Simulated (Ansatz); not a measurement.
The system is HfN.

```
CELL_PARAMETERS angstrom
0.00000 2.45482 2.45482
2.45482 0.00000 2.45482
2.45482 2.45482 0.00000
ATOMIC_POSITIONS crystal
Hf 0.00000 0.00000 0.00000
N 0.25000 0.25000 0.25000
```

The cell comes from a database or a generator and needn't be the stable form of this composition.

Base run:

```yaml
Program: Ansatz 0.2.0
Functional: PBEsol
Potentials_or_basis: all-electron LAPW, scalar-relativistic
Cutoff: 392 eV
Density_cutoff: 1568 eV
Basis_error_allowed: 0.001 eV/atom
k_mesh: 9 × 9 × 9
Occupations: fermi-dirac, width 0.05 eV
Spin: no spin polarisation
Hubbard_terms: Hf d U = 2 eV
```

Its results: band gap on the k mesh none (metal or under the smearing width); pressure -2.3 GPa.

The run is repeated on the same cell with these changes: potentials or basis from all-electron LAPW, scalar-relativistic to all-electron PAW datasets made for the crystal; hubbard terms from Hf d U = 2 eV to none. What comes out?

Band gap on the k mesh none (metal or under the smearing width); pressure -5.0 GPa.

Caveats: U is the effective U less J, on atomic orbitals that reach past the spheres (some runs); U without spin polarisation on a metal has little footing (some runs); the program warned that the printed levels may be off, so bands, gaps and densities of states are rough (some runs).

Not every run made on this cell is shown here.
